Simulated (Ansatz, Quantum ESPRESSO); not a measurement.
Given: the input of a run of Quantum ESPRESSO 7.5 on Re (Rhenium). Atoms were shifted at random by some hundredths of an Å from the given cell, which wasn't relaxed again for these runs. 

pw.in

```
&CONTROL
  calculation = 'scf'
  prefix = 'pwscf'
  outdir = './tmp'
  pseudo_dir = './pseudo'
  tprnfor = .true.
  tstress = .true.
  disk_io = 'nowf'
/
&SYSTEM
  ibrav = 0
  nat = 2
  ntyp = 1
  ecutwfc = 45
  ecutrho = 360
  nbnd = 22
  occupations = 'smearing'
  smearing = 'fd'
  degauss = 0.00367493
/
&ELECTRONS
  conv_thr = 4d-10
  electron_maxstep = 120
  mixing_beta = 0.5
/
ATOMIC_SPECIES
Re   186.2070 re_pbesol_v1.2.uspp.F.UPF
CELL_PARAMETERS angstrom
   2.7608000000    0.0000000000    0.0000000000
  -1.3804000000    2.3909229348    0.0000000000
   0.0000000000    0.0000000000    4.4582000000
ATOMIC_POSITIONS crystal
Re     0.6651910000    0.3157920000    0.7640740000
Re     0.3298360000    0.6656080000    0.2440940000
K_POINTS automatic
11 11 6 0 0 0
```

Potentials or basis: GBRV 1.5 PBEsol.

The run is started by

```bash
$ OMP_NUM_THREADS=1 mpirun -n 2 pw.x -nk 2 -in pw.in > pw.out
```

**Question.** What does the same run look like in Ansatz 0.2.0? Potentials or basis there: all-electron LAPW, scalar-relativistic.

**Answer.** As run (cutoffs and basis follow the program's own potentials, and thresholds, step limits or extra output files can differ):

input.yaml

```yaml
crystal:
  lattice:
    - [2.7608, 0.0, 0.0]
    - [-1.3804, 2.3909229348, 0.0]
    - [0.0, 0.0, 4.4582]
  atoms:
    - { symbol: Re, position: [0.665191, 0.315792, 0.764074] }
    - { symbol: Re, position: [0.329836, 0.665608, 0.244094] }
kpoints:
  mp_grid: { grid: [11, 11, 6] }
scf:
  occupations: { method: fermi_dirac, width: 0.05 }
hamiltonian:
  xc: pbesol
  pseudopotentials: { kind: all_electron, lapw: { basis_error: 0.001 } }
output:
  forces: true
  stress: true
  eigenvalues: true
  populations: true
```

Potentials or basis: all-electron LAPW, scalar-relativistic.

The run is started by

```sh
$ ansatz run input.yaml --threads 1 --pin off --max-ram 3072MiB --backend cpu --events-out ev --progress --plain --runs-dir out
```

Both were run:

|  | Quantum ESPRESSO | Ansatz |
| --- | --- | --- |
| Pressure | -2.8 GPa | -2.7 GPa |
| Largest force | 0.487 eV/Å | 0.481 eV/Å |

Where Ansatz's input types no cutoff or centring, it takes its own default and a Γ-centred mesh.

Pressure is positive in compression.
